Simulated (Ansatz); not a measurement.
## WS2 and its competing phases

These are results of DFT PBE, scalar-relativistic, plane waves, PAW in Ansatz, not measurements. All cells share a 420 eV cutoff and Γ-centred k meshes spaced at most about 0.3 Å⁻¹ (about 0.25 or finer for metals, 2π included). No spin polarisation.

The zero of energy is the elements' standard structures at the same level; no fitted shifts are applied.

All energies are static (0 K, no zero-point motion). No dispersion correction is applied, so the spacing and binding between layers, chains or molecules are poorly described (P6_3/mmc), and this can change margins and order among such cells. These runs have no spin–orbit coupling, which can matter for W. The reference form of S is held partly by dispersion forces, which this level lacks.

The competitors are the elements and 1 reference phase of this chemical system (from databases or known types: WS2), relaxed at the same level; other known phases may be missing.

The candidate was reached from: PtS2 type. Only a and b repeat, and vacuum parts the sheet from its images along c.

```xyz
3
Lattice="3.2104 0.0000 0.0000 -1.6052 2.7803 0.0000 0.0000 0.0000 29.3824" Properties=species:S:1:pos:R:3 pbc="T T F"
W     0.0000    0.0000    8.5000
S     0.0000    1.8535   10.0767
S     1.6052    0.9268    6.9233
```

Problem. Where does it stand against these competitors?

Solution. Not the lowest form: another structure of the same formula lies lower. Its formation energy is -0.535 eV/atom. The lowest competing phase at this composition is this:

```csv
phase,space group,source,share of atoms,ΔE_f (eV/atom)
WS2,P6_3/mmc (No. 194),Materials Project,1.0000,-0.833
```

The candidate lies 0.30 eV/atom above this phase. The rivals are bulk phases, so the margin includes the cost of making a free sheet.
